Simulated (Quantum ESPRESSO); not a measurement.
HgTe (Coloradoite):

```
Hg Te
1.0
     0.00000    3.21450    3.21450
     3.21450    0.00000    3.21450
     3.21450    3.21450    0.00000
Hg Te
1 1
Direct
  0.00000 0.00000 0.00000
  0.75000 0.75000 0.75000
```

Base run:

| Property | Result |
| --- | --- |
| Program | Quantum ESPRESSO 7.5 |
| Functional | PBE |
| Potentials or basis | SG15 PBE 1.2 |
| Cutoff | 952 eV |
| Density cutoff | 3810 eV |
| k mesh | 7 × 7 × 7 |
| Occupations | fermi-dirac, width 0.05 eV |
| Spin | no spin polarisation |

Its results: band gap on the k mesh none (metal or under the smearing width); pressure 4.6 GPa.

Q: The run is repeated on the same cell with these changes: k mesh from 7 × 7 × 7 to 4 × 4 × 4. What comes out?

A: Band gap on the k mesh none (metal or under the smearing width); pressure 5.1 GPa.

Caveats: some runs use coarse meshes.

Not every run made on this cell is shown here.
